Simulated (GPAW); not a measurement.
Crystal: ZnO (zincite).

```
Zn O
1.0
     3.24931    0.00000    0.00000
    -1.62465    2.81398    0.00000
     0.00000    0.00000    5.20571
Zn O
2 2
Direct
  0.66667 0.33333 0.00000
  0.33333 0.66667 0.50000
  0.33333 0.66667 0.87901
  0.66667 0.33333 0.37901
```

Base run:

```yaml
Program: GPAW 26.7.0
Functional: MS2
Potentials_or_basis: GPAW PAW data sets (gpaw-data 1.2.1)
Cutoff: 800 eV
Basis: pw
k_mesh: 6 × 6 × 3
Occupations: fermi-dirac, width 0.05 eV
Spin: no spin polarisation
```

Its results: band gap on the k mesh 0.73 eV, direct; largest force 0.076 eV/Å.

**Question.** The run is repeated on the same cell with these changes: functional from MS2 to vdW-DF2; band points from 100 to 60. What comes out?

**Answer.** Band gap on the k mesh 1.01 eV, direct; largest force 0.080 eV/Å.

Caveats: the PAW data sets were made with another functional, which shifts forces and pressure a little.
